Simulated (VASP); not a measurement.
## TaS2: relaxation of cell and atoms with LDA

The system is TaS2.

```
Ta S
1.0
     3.29193    0.00000    0.00000
    -1.64597    2.85090    0.00000
     0.00000    0.00000    5.73582
Ta S
1 2
Cartesian
  0.0000 0.0000 0.0000
  0.0000 1.9006 1.5399
  1.6460 0.9503 4.1959
```

```yaml
Program: VASP 6.6.1
Task: relaxation of cell and atoms
Functional: LDA
Potentials_or_basis: VASP PAW LDA potentials, release 64 (Ta_pv, S)
Cutoff: 600 eV
k_mesh: 15 × 15 × 6
Occupations: methfessel-paxton, width 0.1 eV
Spin: no spin polarisation
Further_INCAR_settings: ALGO = Normal; EDIFF = 1e-07; IBRION = 2; EDIFFG = -0.005; NSW = 90; ISIF = 3
```

```
Relaxed volume                         : 17.95 Å³/atom
Relaxed cell                           : a = 3.293 Å, b = 3.293 Å, c = 5.732 Å, α = 90.00°, β = 90.00°, γ = 120.00°
Space group after relaxing (to 0.05 Å) : P-3m1 (No. 164)
Energy gained by relaxing              : 0.0 meV/atom
Ionic steps                            : 4
Pressure after relaxing                : 0.0 GPa
Band gap on the k mesh                 : none (metal or under the smearing width)
```

Final structure:
```xyz
3
Lattice="3.2934 0.0000 0.0000 -1.6467 2.8522 0.0000 0.0000 0.0000 5.7319" Properties=species:S:1:pos:R:3 pbc="T T T"
Ta    3.2934    0.0000    0.0000
S     0.0000    1.9015    1.5386
S     1.6467    0.9507    4.1933
```

Levels at points of the mesh, in eV from the Fermi level:
| k point | band 8 | band 9 | band 10 | band 11 | band 12 | band 13 | band 14 | band 15 |
| --- | --- | --- | --- | --- | --- | --- | --- | --- |
| (0.00, 0.00, 0.00) | -3.79 | -0.96 | -0.43 | -0.43 | -0.14 | 0.20 | 0.20 | 3.80 |
| (0.00, 0.00, 0.50) | -3.74 | -3.74 | -0.69 | -0.69 | 0.16 | 0.16 | 1.16 | 4.44 |

It took 5.5 min on 1 thread of Intel(R) Xeon(R) Platinum 8375C CPU @ 2.90GHz (Ice Lake), on a shared host, peak memory 0.28 GiB.

Spin-orbit coupling is left out, which matters for the levels of Ta.
